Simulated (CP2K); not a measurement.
Runs of CP2K 2026.2 on O. The structure is orthorhombic, space group Fmmm (No. 69). Conventional cell: a = 3.004 Å, b = 3.780 Å, c = 7.798 Å, α = 90.00°, β = 90.00°, γ = 90.00°. O (site symmetry mm2) is surrounded by 1 O at 1.23 Å. 

```csv
task,level,points a segment of the path (NPOINTS),bands added on the path,gap on the mesh (eV),pressure (GPa),largest force (eV/Å)
single point,AM05,-,-,none,-1.4,0.45
single point,BLYP,-,-,none,5.2,0.53
single point,HLE16,-,-,none,-17.3,7.15
band structure,TPSS,10,2,none,0.9,(a)
band structure,LDA,10,2,none,-6.0,0.29
band structure,PBEsol,10,2,none,(b),(c)
```

Alike in all rows: potentials or basis POTENTIAL_UZH O GTH-PBE-q6; TZVP-MOLOPT-PBE-GTH basis; no spin polarisation; cell as given; k mesh 12 × 12 × 12; smearing fermi-dirac 0.05 eV.

Problem. Fill in the values left out.

Solution. (a) 0.04; (b) -2.5; (c) 0.33.

Caveats: spin is off for a triplet molecule; the potentials were made for another functional, which shifts forces and pressure; the basis of atomic orbitals isn't converged, which shifts pressures, moduli and gaps; the potentials were made for a functional far from this one (some runs).

A gap of «none» marks a metal or a gap under the smearing width.

Runs at the PBE level aren't shown here.
